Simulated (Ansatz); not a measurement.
# Zr: response to strain

Zr is deformed so: equal xy, yz and zx engineering shear strains of -1 %. What stress and forces result, by LAPW, PAW and all-electron datasets made for the crystal?

Method: DFT PBEsol, scalar-relativistic, in Ansatz 0.2.0.

## (1) The structure to begin with

It takes space group Im-3m (No. 229, cubic). The conventional cell has a = 3.620 Å, b = 3.620 Å, c = 3.620 Å, α = 90.00°, β = 90.00°, γ = 90.00°. Zr (site symmetry m-3m) is surrounded by 8 Zr at 3.14 Å.

Structure file:

```
CELL_PARAMETERS angstrom
-1.81000 1.81000 1.81000
1.81000 -1.81000 1.81000
1.81000 1.81000 -1.81000
ATOMIC_POSITIONS crystal
Zr 0.00000 0.00000 0.00000
```

## (2) After the deformation

Space group Im-3m before, R-3m after.

## (3) Full-potential LAPW

Contents of input.yaml:

```yaml
crystal:
  lattice:
    - [-1.8281, 1.81, 1.81]
    - [1.81, -1.8281, 1.81]
    - [1.81, 1.81, -1.8281]
  atoms:
    - { symbol: Zr, position: [0.0, 0.0, 0.0] }
kpoints:
  mp_grid: { grid: [14, 14, 14] }
  band_path:
    path:
      - [0.0, 0.0, 0.0]
      - [0.0, 0.0, 0.5]
      - [-0.5, 0.5, 0.5]
      - [-0.7524689983, 0.2475310017, 0.2475310017]
      - [0.2475310017, 0.2475310017, 0.2475310017]
      - [0.0, 0.0, 0.0]
      - [-0.5, 0.0, 0.5]
    npoints: 5
scf:
  occupations: { method: fermi_dirac, width: 0.08 }
hamiltonian:
  xc: pbesol
  pseudopotentials: { kind: all_electron, lapw: { basis_error: 0.0005 } }
output:
  forces: true
  stress: true
  eigenvalues: true
```

Started as:

```
$ ansatz run input.yaml --threads 1 --pin off --max-ram 3072MiB --backend cpu --events-out ev --progress --plain --runs-dir out
```

## (4) PAW with frozen cores

Contents of input.yaml:

```yaml
crystal:
  lattice:
    - [-1.8281, 1.81, 1.81]
    - [1.81, -1.8281, 1.81]
    - [1.81, 1.81, -1.8281]
  atoms:
    - { symbol: Zr, position: [0.0, 0.0, 0.0] }
kpoints:
  mp_grid: { grid: [14, 14, 14] }
scf:
  occupations: { method: fermi_dirac, width: 0.08 }
hamiltonian:
  xc: pbesol
  pseudopotentials: { kind: paw }
output:
  forces: true
  stress: true
  eigenvalues: true
  efg: { contact_densities: true }
```

## (5) All-electron PAW on datasets made for the crystal

input.yaml: that of step 4 with these lines changed.

```diff
@@ -13,3 +13,3 @@
   xc: pbesol
-  pseudopotentials: { kind: paw }
+  pseudopotentials: { kind: all_electron, datasets: crystal }
 output:
```

(Steps that only read results are left out.)

Before running it: what results should come out? Wanted: pressure; largest shear or deviatoric stress.

The runs gave:

| quantity | value |
| --- | --- |
| pressure | LAPW -6.66, PAW -6.69, crystal datasets -6.66 GPa |
| largest shear or deviatoric stress (LAPW) | 0.26 GPa |

What this shows: The largest part of the stress beyond the pressure is 0.26 GPa in size. No run of the undeformed cell stands beside it, so the pressure holds what the given cell had before the change. PAW: stress within 0.02 GPa of LAPW. Crystal datasets: stress within 0.01 GPa of LAPW.
